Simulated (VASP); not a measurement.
A run of VASP 6.6.1 is set up as follows.

Contents of INCAR:

```
PREC = Accurate
ENCUT = 500
EDIFF = 1E-6
ISMEAR = 0
SIGMA = 0.02
LREAL = F
LASPH = T
NELM = 80
ALGO = Normal
ISIF = 2
LWAVE = F
LCHARG = F
GGA = PE
```

KPOINTS

```
Automatic mesh
0
Gamma
  5 5 5
```

POSCAR

```
BiTe
1.0
    2.4227077728      1.3987509848      3.3172919545
   -2.4227077728      1.3987509848      3.3172919545
    0.0000000000     -2.7975019696      3.3172919545
Bi Te
1 1
Direct
    0.5000000000      0.5000000000      0.5000000000
    0.0000000000      0.0000000000      0.0000000000
```

Potentials or basis: VASP PAW PBE potentials, release 64 (Bi_d_GW, Te_GW).

Launch:

```bash
$ cat potpaw_PBE.64/Bi_d_GW/POTCAR potpaw_PBE.64/Te_GW/POTCAR > POTCAR
$ mpirun -np 1 vasp_std > vasp.out
```

Task: Predict the band gap on the k mesh.

Result: None (metal or under the smearing width).

Task: Predict the pressure.

Result: -0.2 GPa.

Caveat: spin-orbit coupling is left out, which moves the levels of the heavy elements.
